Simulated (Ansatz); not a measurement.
KCl, CsCl type (r2SCAN geometry), in Ansatz:

```xyz
2
Lattice="3.7712 0.0000 0.0000 0.0000 3.7712 0.0000 0.0000 0.0000 3.7712" Properties=species:S:1:pos:R:3 pbc="T T T"
K     0.0000    0.0000    0.0000
Cl    1.8856    1.8856    1.8856
```

G0W0@r2SCAN with 201 empty bands, a screening cutoff of 140 eV and a 4×4×4 mesh (PAW, contour deformation) gives 7.999 eV over the mesh points, from an r2SCAN gap of 5.799 eV; it sums over 209 bands with 203 plane waves in the screening and a wave cutoff of 500 eV. The G0W0 figures hold for the stated bands, cutoff and mesh and aren't extrapolated. All values are calculated for a non-magnetic cell, which may be hypothetical.

Question: Another run gave a Kohn-Sham gap of 5.028 eV and a G0W0 gap of 7.595 eV, summing over 209 bands with 203 plane waves in the screening and a wave cutoff of 420 eV. What was changed?

Answer: Starting point PBE, with them a wave cutoff of 420 eV. The Kohn-Sham gap has moved while bands and screening basis stay; the higher wave cutoff is that of a meta-GGA.

Question: Estimate the gap with potentials of the kind norm-conserving, with them a wave cutoff of 1240 eV.

Answer: 8.002 eV (+0.003 eV), from a Kohn-Sham gap of 5.803 eV.

Question: Estimate the gap with starting point HSE06, with them a wave cutoff of 420 eV.

Answer: 8.217 eV (+0.218 eV), from a Kohn-Sham gap of 6.365 eV.

Question: Estimate the gap with empty bands 370, screening cutoff 210 eV.

Answer: 8.091 eV (+0.092 eV), from a Kohn-Sham gap of 5.799 eV.
